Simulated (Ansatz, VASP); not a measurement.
**SrO: VASP beside Ansatz**

```
CELL_PARAMETERS angstrom
-0.04836 2.87160 2.87160
2.51583 0.07612 2.74712
2.51583 2.74712 0.07612
ATOMIC_POSITIONS crystal
Sr 0.00000 0.95873 0.04127
O 0.50000 0.54127 0.45873
```

Alike in both runs: task single point; functional PBE; k mesh 8 × 8 × 8; occupations gaussian, width 0.02 eV; no spin polarisation.

|  | VASP | Ansatz |
| --- | --- | --- |
| version | VASP 6.6.1 | Ansatz 0.2.0 |
| potentials or method | VASP PAW PBE potentials, release 64 (Sr_sv, O) | scalar-relativistic, plane waves, PAW |
| plane-wave cutoff (eV) | 520 | 420 |
| valence electrons in the cell | 16 | 16 |

```csv
,VASP,Ansatz,Ansatz less VASP
gap on the k mesh at the Fermi level (eV),2.96,2.98,+0.017
least direct gap on the mesh (eV),2.96,2.98,+0.017
pressure (GPa),-4.9,-5.3,-0.37
largest component of the traceless stress (GPa),3.27,3.30,+0.029
rms of the force components (eV/Å),0.065,0.058,-0.0071
```

Atom by atom the forces differ by 0.007 eV/Å (rms over components). The functional is the same, so the differences come from potentials, cutoffs and numerics.
